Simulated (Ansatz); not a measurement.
## A series in volume per atom on GaN

All results are calculated (Ansatz 0.2.0). Density functional stress and forces at fixed atoms, pressure and stress positive in compression, spin-unpolarised plane waves.

Cell of the first row (space group P6_3mc, No. 186):
```
cell vectors (Å)
   3.0558     0.0000     0.0000
  -1.5279     2.6464     0.0000
   0.0000     0.0000     4.9763
atoms (fractions of the cell vectors)
Ga  0.33333  0.66667 -0.00073
Ga  0.66667  0.33333  0.49927
N   0.33333  0.66667  0.37573
N   0.66667  0.33333  0.87573
```

Settings of every row: periodic directions 3; functional r2SCAN; spin orbit yes; potentials PAW; wave cutoff 500 eV; k mesh 12x12x6; smearing width 0 eV.

| row | volume per atom (Å³) | pressure (GPa) |
| --- | --- | --- |
| 1 | 10.061 | 31.3 |
| 2 | 10.378 | 21.85 |
| 3 | 10.703 | ? |
| 4 | 11.034 | 6.31 |
| 5 | 11.372 | -0.02 |
| 6 | 11.716 | -5.53 |
| 7 | 12.068 | -10.3 |
| 8 | 12.426 | -14.41 |

Question: what pressure should row 3 give?

Worked fit of pressure. Take u = (V_r/V)^(2/3) − 1 with V_r = 11.372 Å³ an atom, which is twice the finite (Eulerian) strain; such expansions in the strain, on which the Birch-Murnaghan equation of state is built, carry the rest volume and the bulk modulus. The shown rows have u = 0.08509, 0.06287, 0.02032, 0, -0.01967, -0.03883, -0.05738. Least squares give pressure = −0.027 + 294.9 × u + 806.5 × u² + 634 × u³ GPa; a parabola predicts inner rows, each left out in turn, worse (root mean square 0.061 against 0.014 GPa). The rows lie off it by 0.00, -0.01, 0.01, 0.01, -0.01, 0.00, 0.00. The pressure vanishes at u = 0.0001, or V = 11.37 Å³ an atom, and there the bulk modulus with atoms relaxed is B = −V dP/dV = (2/3)(1 + u) dP/du = 197 GPa. The withheld row has u = 0.04125, so the fit gives −0.027 + 294.9 × (0.04125) + 806.5 × (0.04125)² + 634 × (0.04125)³ = 13.55 GPa.

The calculation gave 13.57 GPa. The fit lies 0.02 GPa (0.044 % of the column's range) below it; its largest miss of a shown row is 0.01 GPa.
